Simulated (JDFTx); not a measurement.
Ca under changes of volume

One of the cells (44.958 Å³/atom); the others are scaled copies at fixed shape and fractional positions:

```
Ca
1.0
    -2.24000    2.24000    2.24000
     2.24000   -2.24000    2.24000
     2.24000    2.24000   -2.24000
Ca
1
Direct
  0.00000 0.00000 0.00000
```

This isn't the form of Ca at room conditions, which is fcc.

```yaml
Program: JDFTx 1.7.0 (patched build)
Functional: PBE
Potentials_or_basis: PseudoDojo-SR-PBE-0.5-standard
Cutoff: 925 eV
Density_cutoff: 3701 eV
k_mesh: 8 × 8 × 8
Occupations: fermi-dirac, width 0.05 eV
Spin: no spin polarisation
```

```tsv
volume (Å³/atom)	energy over the lowest point (meV/atom)	pressure (GPa)
42.260	0.00	-0.1
43.159	1.19	-0.4
44.059	4.17	-0.7
44.958	8.81	-1.0
45.857	?	?
46.756	22.59	-1.5
47.655	31.51	-1.7
```

Question: What does the run at 45.857 Å³/atom give?

Answer: Energy over the lowest point 14.98 meV/atom; pressure -1.2 GPa.

Worked out: A Birch-Murnaghan fit of order 3 (a polynomial in V^(-2/3)) to the other rows has its minimum at 42.15 Å³/atom, just outside them, with B0 = V·E''(V) = 16.3 GPa (rough, since the energies scatter). It gives 14.99 meV/atom at 45.857 Å³/atom, against the run's 14.98, and -dE/dV = -1.2 GPa, against -1.2.

Energies are extrapolated to zero smearing.

Caveats: the cell was measured hot, at 740 K.
